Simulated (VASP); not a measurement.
# SnO2 (Cassiterite) (P4_2/mnm) in VASP: further runs, part 2 of 2

VASP 6.6.1. The steps go on from the part before.

**4. Dielectric tensor, PBE**

The input, INCAR:

```
ALGO = Normal
EDIFF = 1E-8
ENCUT = 400
GGA = PE
ISIF = 2
ISMEAR = 0
LASPH = True
LCHARG = False
LEPSILON = True
LREAL = False
LWAVE = False
NELM = 100
PREC = Accurate
SIGMA = 0.01
```

The input, KPOINTS:

```
k-points
0
Gamma
  6 6 8
```

The input, POSCAR:

```
SnO2
1.0
    4.7380000000      0.0000000000      0.0000000000
    0.0000000000      4.7380000000      0.0000000000
    0.0000000000      0.0000000000      3.1865000000
Sn O
2 4
Direct
    0.5000000000      0.5000000000      0.5000000000
    0.0000000000      0.0000000000      0.0000000000
    0.8071000000      0.1929000000      0.5000000000
    0.6929000000      0.6929000000      0.0000000000
    0.1929000000      0.8071000000      0.5000000000
    0.3071000000      0.3071000000      0.0000000000
```

Potentials or basis: VASP PAW PBE potentials, release 64 (Sn_d, O).

Started as:

```sh
> cat potpaw_PBE.64/Sn_d/POTCAR potpaw_PBE.64/O/POTCAR > POTCAR
> mpirun -np 1 vasp_std > vasp.out
```

OUTCAR:

```text
EDIFF = 1E-8
   ENCUT = 400
   GGA = PE
   ISIF = 2
   ISMEAR = 0
   LASPH = True
   LEPSILON = True
   LREAL = False
   NELM = 100
   PREC = Accurate

 Found     50 irreducible k-points:

 Following reciprocal coordinates:
            Coordinates               Weight
  0.000000  0.000000  0.000000      1.000000
  0.166667  0.000000  0.000000      4.000000
  0.333333  0.000000  0.000000      4.000000
  0.500000  0.000000  0.000000      2.000000
  0.166667  0.166667  0.000000      4.000000
  0.333333  0.166667  0.000000      8.000000
   k-points           NKPTS =     50   k-points in BZ     NKDIM =     50   number of bands    NBANDS=     31
   number of dos      NEDOS =    301   number of ions     NIONS =      6
   total plane-waves  NPLWV =  24576
   dimension x,y,z NGX =    32 NGY =   32 NGZ =   24
   dimension x,y,z NGXF=    64 NGYF=   64 NGZF=   48
   ions per type =               2   4
   NGX,Y,Z   is equivalent  to a cutoff of  11.23, 11.23, 12.52 a.u.
   NGXF,Y,Z  is equivalent  to a cutoff of  22.46, 22.46, 25.04 a.u.
 SYSTEM =  unknown system
   PREC   = accura    normal or accurate (medium, high low for compatibility)
   ISTART =      0    job   : 0-new  1-cont  2-samecut
[... 331 lines left out ...]
 -----------------------------------------------------------------------------
     0.00151 -0.00000  0.00000           ( -0.00001  0.00000  0.00000)
     0.00000  0.00151  0.00000           (  0.00000 -0.00001  0.00000)
     0.00000  0.00000 -0.00480           (  0.00000  0.00000 -0.00016)

 PIEZOELECTRIC TENSOR FIELD DIRECTION 3  (C/m^2)
 -----------------------------------------------------------------------------
     0.00034 -0.00000  0.00000
     0.00000  0.00034  0.00000
     0.00000  0.00000 -0.00108

 MACROSCOPIC STATIC DIELECTRIC TENSOR (including local field effects in DFT)
 ------------------------------------------------------
           4.256096     0.000000     0.000000
          -0.000000     4.256096     0.000000
           0.000000     0.000000     4.551142
 ------------------------------------------------------

 PIEZOELECTRIC TENSOR (including local field effects)  for field in x, y, z        (e  Angst)
          XX          YY          ZZ          XY          YZ          ZX
  --------------------------------------------------------------------------------
  x     0.00000     0.00000     0.00000     0.00000     0.00000     0.00000
  y     0.00000     0.00000     0.00000     0.00000     0.00000     0.00000
  z     0.00000     0.00000     0.00000     0.00000     0.00000     0.00000

 PIEZOELECTRIC TENSOR (including local field effects)  for field in x, y, z        (C/m^2)
          XX          YY          ZZ          XY          YZ          ZX
  --------------------------------------------------------------------------------
  x     0.00000     0.00000     0.00000     0.00000     0.00000     0.00000
  y     0.00000     0.00000     0.00000     0.00000     0.00000     0.00000
  z     0.00000     0.00000     0.00000     0.00000     0.00000     0.00000

 BORN EFFECTIVE CHARGES (including local field effects) (in |e|, cummulative output)
 ---------------------------------------------------------------------------------
 ion    1
    1     4.07650    -0.44534     0.00000
    2    -0.44534     4.07650     0.00000
    3     0.00000     0.00000     4.46208
 ion    2
    1     4.07650     0.44534     0.00000
    2     0.44534     4.07650     0.00000
    3     0.00000     0.00000     4.46208
 ion    3
    1    -2.03825     0.69276     0.00000
    2     0.69276    -2.03825     0.00000
    3     0.00000     0.00000    -2.23104
 ion    4
    1    -2.03825    -0.69276     0.00000
    2    -0.69276    -2.03825     0.00000
    3     0.00000     0.00000    -2.23104
 ion    5
    1    -2.03825     0.69276     0.00000
    2     0.69276    -2.03825     0.00000
    3     0.00000     0.00000    -2.23104
 ion    6
    1    -2.03825    -0.69276     0.00000
    2    -0.69276    -2.03825     0.00000
    3     0.00000     0.00000    -2.23104
```

OSZICAR:

```text
N       E                     dE             d eps       ncg     rms          rms(c)
DAV:   1     0.586771240520E+03    0.58677E+03   -0.22857E+04  3338   0.225E+03
DAV:   2     0.387248253785E+02   -0.54805E+03   -0.52826E+03  3627   0.608E+02
[... 12 lines left out ...]
RMM:   5    -0.749096190143E+00   -0.43928E-02   -0.70656E-04  5847   0.156E-01    0.320E-02
RMM:   6    -0.749369974327E+00   -0.27378E-03   -0.71748E-05  5306   0.491E-02    0.432E-03
RMM:   7    -0.749572763939E+00   -0.20279E-03   -0.14264E-05  5814   0.162E-02    0.120E-03
RMM:   8    -0.749642673345E+00   -0.69909E-04   -0.15518E-06  5944   0.465E-03    0.347E-04
RMM:   9    -0.749653910625E+00   -0.11237E-04   -0.25267E-07  5891   0.130E-03    0.116E-04
RMM:  10    -0.749649475117E+00    0.44355E-05    0.20729E-07  5765   0.419E-04    0.518E-05
RMM:  11    -0.749650161370E+00   -0.68625E-06    0.52390E-08  4286   0.147E-04    0.644E-06
```

stdout:

```text
POSCAR found type information on POSCAR SnO
 POSCAR found :  2 types and       6 ions
 scaLAPACK will be used
 LDA part: xc-table for (Slater+PW92), standard interpolation
 POSCAR, INCAR and KPOINTS ok, starting setup
 FFT: planning ... GRIDC
 FFT: planning ... GRID_SOFT
 FFT: planning ... GRID
[... 101 lines left out ...]
 LRF_COMMUTATOR internal error: the vector H(1)-e(1) S(1) |phi(0)> is not orthog
 onal to |phi(0)> (-1.665161234732926E-004,-2.706168622523819E-016)
 LRF_COMMUTATOR internal error: the vector H(1)-e(1) S(1) |phi(0)> is not orthog
 onal to |phi(0)> (1.665161234253310E-004,-1.662558979376172E-014)
 LRF_COMMUTATOR internal error: the vector H(1)-e(1) S(1) |phi(0)> is not orthog
 onal to |phi(0)> (-1.832958447600119E-004,-8.257283745649602E-015)
 LRF_COMMUTATOR internal error: the vector H(1)-e(1) S(1) |phi(0)> is not orthog
 onal to |phi(0)> (1.832958447781641E-004,1.387778780781446E-014)
 LRF_COMMUTATOR internal
```

It took 4.6 min on 1 thread of Intel Xeon 6975P-C (Granite Rapids), shared host; peak memory 0.43 GiB.

The run converged, but some of its settings lie outside the range that counts as converged, so its numbers aren't taken as properties of the crystal.

What came out:

```yaml
Band_gap_on_the_k_mesh: 1.27 eV, direct
Electronic_dielectric_tensor_diagonal: 4.26, 4.26, 4.55
Born_charges_mean_of_the_diagonal: Sn +4.21; O -2.10 e
```

Caveat: spin-orbit coupling is left out, which moves the levels of the heavy elements.

**5. Dielectric tensor, PBE**

INCAR: that of step 4 with these lines changed.

```diff
@@ -1,3 +1,3 @@
 ALGO = Normal
-EDIFF = 1E-8
+EDIFF = 1E-7
 ENCUT = 400
```

KPOINTS is that of step 4.

POSCAR is that of step 4.

Potentials or basis: VASP PAW PBE potentials, release 64 (Sn_d, O).

Started as:

```sh
> cat potpaw_PBE.64/Sn_d/POTCAR potpaw_PBE.64/O/POTCAR > POTCAR
> mpirun -np 1 vasp_std > vasp.out
```

OUTCAR:

```text
EDIFF = 1E-7
   ENCUT = 400
   GGA = PE
   ISIF = 2
   ISMEAR = 0
   LASPH = True
   LEPSILON = True
   LREAL = False
   NELM = 100
   PREC = Accurate

 Found     50 irreducible k-points:

 Following reciprocal coordinates:
            Coordinates               Weight
  0.000000  0.000000  0.000000      1.000000
  0.166667  0.000000  0.000000      4.000000
  0.333333  0.000000  0.000000      4.000000
  0.500000  0.000000  0.000000      2.000000
  0.166667  0.166667  0.000000      4.000000
  0.333333  0.166667  0.000000      8.000000
   k-points           NKPTS =     50   k-points in BZ     NKDIM =     50   number of bands    NBANDS=     31
[... 358 lines left out ...]

 PIEZOELECTRIC TENSOR (including local field effects)  for field in x, y, z        (e  Angst)
          XX          YY          ZZ          XY          YZ          ZX
  --------------------------------------------------------------------------------
  x     0.00000     0.00000     0.00000     0.00000     0.00000     0.00000
  y     0.00000     0.00000     0.00000     0.00000     0.00000     0.00000
  z     0.00000     0.00000     0.00000     0.00000     0.00000     0.00000

 PIEZOELECTRIC TENSOR (including local field effects)  for field in x, y, z        (C/m^2)
          XX          YY          ZZ          XY          YZ          ZX
  --------------------------------------------------------------------------------
  x     0.00000     0.00000     0.00000     0.00000     0.00000     0.00000
  y     0.00000     0.00000     0.00000     0.00000     0.00000     0.00000
  z     0.00000     0.00000     0.00000     0.00000     0.00000     0.00000

 BORN EFFECTIVE CHARGES (including local field effects) (in |e|, cummulative output)
 ---------------------------------------------------------------------------------
 ion    1
    1     4.07648    -0.44531     0.00000
    2    -0.44531     4.07648     0.00000
    3     0.00000     0.00000     4.46214
 ion    2
    1     4.07648     0.44531     0.00000
    2     0.44531     4.07648     0.00000
    3     0.00000     0.00000     4.46214
 ion    3
    1    -2.03824     0.69282     0.00000
    2     0.69282    -2.03824     0.00000
    3     0.00000     0.00000    -2.23107
 ion    4
    1    -2.03824    -0.69282     0.00000
    2    -0.69282    -2.03824     0.00000
    3     0.00000     0.00000    -2.23107
 ion    5
    1    -2.03824     0.69282     0.00000
    2     0.69282    -2.03824     0.00000
    3     0.00000     0.00000    -2.23107
 ion    6
    1    -2.03824    -0.69282     0.00000
    2    -0.69282    -2.03824     0.00000
    3     0.00000     0.00000    -2.23107
```

OSZICAR:

```text
N       E                     dE             d eps       ncg     rms          rms(c)
DAV:   1     0.586771240520E+03    0.58677E+03   -0.22857E+04  3338   0.225E+03
DAV:   2     0.387248253785E+02   -0.54805E+03   -0.52826E+03  3627   0.608E+02
DAV:   3    -0.398200258254E+02   -0.78545E+02   -0.77792E+02  3625   0.207E+02
DAV:   4    -0.432499356523E+02   -0.34299E+01   -0.34205E+01  3597   0.487E+01
[... 11 lines left out ...]
RMM:   6    -0.749368913325E+00   -0.27582E-03   -0.79998E-05  5310   0.489E-02    0.434E-03
RMM:   7    -0.749567596947E+00   -0.19868E-03   -0.88379E-06  5816   0.161E-02    0.119E-03
RMM:   8    -0.749639589551E+00   -0.71993E-04   -0.30419E-06  5945   0.457E-03    0.345E-04
RMM:   9    -0.749650485561E+00   -0.10896E-04   -0.16491E-07  5787   0.129E-03    0.114E-04
RMM:  10    -0.749646382692E+00    0.41029E-05    0.93236E-08  4058   0.412E-04    0.483E-05
RMM:  11    -0.749646754119E+00   -0.37143E-06   -0.11457E-07  2232   0.183E-04    0.470E-06
```

stdout:

```text
POSCAR found type information on POSCAR SnO
 POSCAR found :  2 types and       6 ions
 scaLAPACK will be used
 LDA part: xc-table for (Slater+PW92), standard interpolation
 POSCAR, INCAR and KPOINTS ok, starting setup
 FFT: planning ... GRIDC
 FFT: planning ... GRID_SOFT
[... 101 lines left out ...]
 onal to |phi(0)> (2.389047655094179E-004,-4.414524301665779E-014)
 LRF_COMMUTATOR internal error: the vector H(1)-e(1) S(1) |phi(0)> is not orthog
 onal to |phi(0)> (-1.068362336494322E-004,1.154631945610163E-014)
 LRF_COMMUTATOR internal error: the vector H(1)-e(1) S(1) |phi(0)> is not orthog
 onal to |phi(0)> (1.068362325764571E-004,-4.769795669545829E-014)
 LRF_COMMUTATOR internal error: the vector H(1)-e(1) S(1) |phi(0)> is not orthog
 onal to |phi(0)> (-1.665160268936039E-004,6.938893903907228E-016)
 LRF_COMMUTATOR internal error: the vector H(1)-e(1) S(1) |phi(0)> is not orthog
 onal to |phi(0)> (1.665160269476718E-004,-1.944278071874805E-014)
 LRF_COMMUTATOR internal e
```

Wall time 4.3 min (1 thread of Intel Xeon 6975P-C (Granite Rapids), shared host); peak memory 0.44 GiB.

These settings aren't checked as converged: the numbers below hold their error.

What came out:

```
Band gap on the k mesh                  : 1.27 eV, direct
Electronic dielectric tensor (diagonal) : 4.26, 4.26, 4.55
Born charges (mean of the diagonal)     : Sn +4.21; O -2.10 e
```

Caveat: spin-orbit coupling is left out, which moves the levels of the heavy elements.
